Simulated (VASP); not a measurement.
# GaAs in VASP: work function with PBEsol

Aim: the work function of GaAs with PBEsol.

Program: VASP 6.6.1. These are calculated values, not measurements. Logs are shortened: lines on timing, memory, paths and dates and some standing lists are left out, and cuts for length are marked.

## 1. Starting point

The cell holds a slab with vacuum, 6 atoms: a = 5.654 Å, b = 3.998 Å, c = 19.998 Å, α = 90.00°, β = 90.00°, γ = 90.00°.

## 2. Work function, PBEsol

Input file INCAR:

```
SYSTEM = GaAs
ALGO = Normal
DIPOL = 0.5 0.5 0.500
EDIFF = 1E-7
ENCUT = 520
GGA = PS
IDIPOL = 3
ISIF = 2
ISMEAR = 0
LASPH = .TRUE.
LCHARG = .TRUE.
LDIPOL = .TRUE.
LELF = .TRUE.
LREAL = .FALSE.
LVACPOTAV = .TRUE.
LVHAR = .TRUE.
LWAVE = .FALSE.
NELM = 60
PREC = Accurate
SIGMA = 0.05
```

Input file KPOINTS:

```
k-points
0
G
  4 6 1
  0 0 0
```

Input file POSCAR:

```
GaAs                                    
1.0
    5.6537000000      0.0000000000      0.0000000000
    0.0000000000      3.9977696090      0.0000000000
    0.0000000000      0.0000000000     19.9977696090
  Ga              As            
     3     3
Direct
     0.5376117302033498    0.5000000000000000    0.4188550994587904
     0.9508155758368640    1.0000000000000000    0.5000000000000000
     0.5376117302033498    0.5000000000000000    0.5811449005412096
     0.7558818778775040    1.0000000000000000    0.3876990013917931
     0.2121972080014281    0.5000000000000000    0.5000000000000000
     0.7558818778775040    1.0000000000000000    0.6123009986082067
```

Potentials or basis: VASP PAW PBE potentials, release 64 (Ga_d, As).

Launch:

```bash
cat potpaw_PBE.64/Ga_d/POTCAR potpaw_PBE.64/As/POTCAR > POTCAR
mpirun -np 1 vasp_std > vasp.out
```

OUTCAR:

```text
SYSTEM = GaAs
   EDIFF = 1E-7
   ENCUT = 520
   GGA = PS
   ISIF = 2
   ISMEAR = 0
   LASPH = .TRUE.
   LREAL = .FALSE.
   NELM = 60
   PREC = Accurate

 ion  position               nearest neighbor table
   1  0.538  0.500  0.419-   4 2.43   4 2.43   5 2.45
   2  0.951  0.000  0.500-   5 2.49   5 2.49   6 2.50   4 2.50
   3  0.538  0.500  0.581-   6 2.43   6 2.43   5 2.45
   4  0.756  0.000  0.388-   1 2.43   1 2.43   2 2.50
   5  0.212  0.500  0.500-   1 2.45   3 2.45   2 2.49   2 2.49
   6  0.756  0.000  0.612-   3 2.43   3 2.43   2 2.50

  LATTYP: Found a simple orthorhombic cell.
 ALAT       =     3.9977696090
 B/A-ratio  =     1.4142135623
 C/A-ratio  =     5.0022316354

  Lattice vectors:

 A1 = (   0.0000000000,  -3.9977696090,   0.0000000000)
 A2 = (   5.6537000000,   0.0000000000,   0.0000000000)
 A3 = (   0.0000000000,   0.0000000000,  19.9977696090)

Analysis of symmetry for initial positions (statically):
=====================================================================
 Subroutine PRICEL returns:
 Original cell was already a primitive cell.

 Routine SETGRP: Setting up the symmetry group for a
 simple orthorhombic supercell.

 Subroutine GETGRP returns: Found  4 space group operations
 (whereof  4 operations were pure point group operations)
 out of a pool of  8 trial point group operations.

The static configuration has the point symmetry C_2v.

Analysis of symmetry for dynamics (positions and initial velocities):
=====================================================================
 Subroutine PRICEL returns:
 Original cell was already a primitive cell.

 Routine SETGRP: Setting up the symmetry group for a
 simple orthorhombic supercell.

 Subroutine GETGRP returns: Found  4 space group operations
 (whereof  4 operations were pure point group operations)
 out of a pool of  8 trial point group operations.

The dynamic configuration has the point symmetry C_2v.

 Subroutine INISYM returns: Found  4 space group operations
 (whereof  4 operations are pure point group operations),
 and found     1 'primitive' translations

----------------------------------------------------------------------------------------

                                     Primitive cell

  volume of cell :     451.9934

[... 87 lines left out ...]
   IBRION =     -1    ionic relax: 0-MD 1-quasi-New 2-CG
   NFREE  =      0    steps in history (QN), initial steepest desc. (CG)
   ISIF   =      2    stress and relaxation
   ISYM   =      2    0-nonsym 1-usesym 2-fastsym
   POTIM  = 0.5000    time-step for ionic-motion
   TEBEG  =    0.0;   TEEND  =   0.0 temperature during run
   PSTRESS=    0.0 pullay stress
   NELECT =      54.0000    total number of electrons
   NUPDOWN=      -1.0000    fix difference up-down
   EMIN   =  10.00;   EMAX   =-10.00  energy-range for DOS
   EFERMI =   0.00;   METHOD = LEGACY
   ISMEAR =     0;   SIGMA  =   0.05  broadening in eV -4-tet -1-fermi 0-gaus
   EFERMI_NEDOS =   21; number of points for ismear=-14 and -15
   IALGO  =     38    algorithm
   IMIX   =      4    mixing-type and parameters
     AMIX     =   0.40;   BMIX     =  1.00
     AMIX_MAG =   1.60;   BMIX_MAG =  1.00
  volume/ion in A,a.u.               =      75.33       508.37
  Fermi-wavevector in a.u.,A,eV,Ry     =   0.806298  1.523682  8.845364  0.650116
  Thomas-Fermi vector in A             =   1.914704
   LORBIT       =      0    0 simple, 1 ext, 2 COOP (PROOUT), +10 PAW based schemes
   GGA     = PS    functional components
   LHFCALC =     F    Hartree Fock is set to
   AEXX    =    0.0000 exact exchange contribution
   IVDW    =     0    specifies the selected vdW correction
   LEPSILON=     F    determine dielectric tensor
   LRPA    =     F    only Hartree local field effects (RPA)
 non-spin polarized calculation
 Gauss-broadening in eV      SIGMA  =   0.05
  energy-cutoff  :      520.00
  volume of cell :      451.99
 maximum number of plane-waves:     12205
   NGX = 21   NGY = 15   NGZ = 75

 number of electron      54.0000011 magnetization

 dipolmoment           0.000000      0.000000     -0.000000 electrons x Angstroem

 Free energy of the ion-electron system (eV)
  ---------------------------------------------------
  ext. energy  EPLUGINS =         0.00000000
  ---------------------------------------------------
  free energy    TOTEN  =       -25.18893267 eV

  energy without entropy =      -25.18832082  energy(sigma->0) =      -25.18862675

 E-fermi :  -2.3208     XC(G=0):  -3.6354

 val. band max:       -2.3787798148   @ k =   0.0000   0.0000   0.0000
 cond. band min:      -2.2627616816   @ k =   0.0000   0.5000   0.0000
 fundamental gap:      0.1160181331
 Fermi energy:        -2.3207707482

 k-point     1 :       0.0000    0.0000    0.0000
  band No.  band energies     occupation
      1     -17.2582      2.00000
      2     -17.2152      2.00000
      3     -17.1989      2.00000
      4     -17.1276      2.00000
      5     -17.1161      2.00000
      6     -17.1031      2.00000
[... 409 lines left out ...]
     31       0.7499      0.00000
     32       1.0344      0.00000

------------------------ aborting loop because EDIFF is reached ----------------------------------------

  FORCE on cell =-STRESS in cart. coord.  units (eV):
  Direction    XX          YY          ZZ          XY          YZ          ZX
  --------------------------------------------------------------------------------------
  -------------------------------------------------------------------------------------
  Total       -1.7261568     -2.2487670     -0.0150996      0.0000000      0.0000000      0.0000000
  in kB       -6.1186940     -7.9711864     -0.0535234      0.0000000      0.0000000      0.0000000
  external PRESSURE =      -4.7144679 kB  Pullay stress =       0.0000000 kB

 VOLUME and BASIS-vectors are now :
 -----------------------------------------------------------------------------
  energy-cutoff  :      520.00
  volume of cell :      451.99
      direct lattice vectors                 reciprocal lattice vectors
     5.653700000  0.000000000  0.000000000     0.176875321  0.000000000  0.000000000
     0.000000000  3.997769609  0.000000000     0.000000000  0.250139477  0.000000000
     0.000000000  0.000000000 19.997769609     0.000000000  0.000000000  0.050005577

 POSITION                                       TOTAL-FORCE (eV/Angst)
 -----------------------------------------------------------------------------------
      3.03950      1.99888      8.37617         0.002323      0.000000     -0.005780
      5.37563      0.00000      9.99888         0.015450     -0.000000      0.000000
      3.03950      1.99888     11.62160         0.002323      0.000000      0.005780
      4.27353      0.00000      7.75312        -0.005534     -0.000000      0.006035
      1.19970      1.99888      9.99888        -0.009027     -0.000000      0.000000
      4.27353      0.00000     12.24465        -0.005534     -0.000000     -0.006035
 -----------------------------------------------------------------------------------
    total drift:                               -0.001687     -0.000000      0.000012

  FREE ENERGIE OF THE ION-ELECTRON SYSTEM (eV)
  ---------------------------------------------------
  free  energy   TOTEN  =       -25.1889326718 eV

  energy  without entropy=      -25.1883208225  energy(sigma->0) =      -25.18862675

 vacuum level on the upper side and lower side of the slab         2.606         2.606
```

It took 4.6 min on 1 thread of Intel Xeon 6975P-C (Granite Rapids), shared host; peak memory 0.53 GiB.

What came out:

* Free energy: -25.1889 eV
* Largest force: 0.015 eV/Å
* Band gap on the k mesh: 0.12 eV, indirect (least direct gap 0.85 eV)
* Ionisation potential of the upper face: 4.98 eV

Forces on the atoms (eV/Å):
```
Ga   0.002  0.000 -0.006
Ga   0.015  0.000  0.000
Ga   0.002  0.000  0.006
As  -0.006  0.000  0.006
As  -0.009  0.000  0.000
As  -0.006  0.000 -0.006
```

Levels at points of the mesh, in eV from the valence-band top:
| k point | band 23 | band 24 | band 25 | band 26 | band 27 | band 28 | band 29 | band 30 | band 31 | band 32 |
| --- | --- | --- | --- | --- | --- | --- | --- | --- | --- | --- |
| (0.00, 0.00, 0.00) | -2.04 | -1.08 | -0.97 | -0.90 | 0.00 | 1.18 | 1.53 | 2.49 | 2.66 | 3.69 |
| (0.50, 0.00, 0.00) | -1.30 | -1.10 | -1.07 | -0.85 | -0.41 | 0.69 | 1.72 | 2.32 | 3.26 | 3.37 |
| (0.00, 0.50, 0.00) | -1.97 | -1.91 | -1.59 | -1.56 | -0.74 | 0.12 | 1.76 | 2.69 | 2.83 | 3.28 |
| (0.50, 0.50, 0.00) | -2.65 | -2.59 | -1.98 | -0.69 | -0.65 | 0.70 | 2.57 | 3.06 | 3.13 | 3.41 |

Caveat: the PAW data sets were made with another functional, which shifts forces and pressure a little.
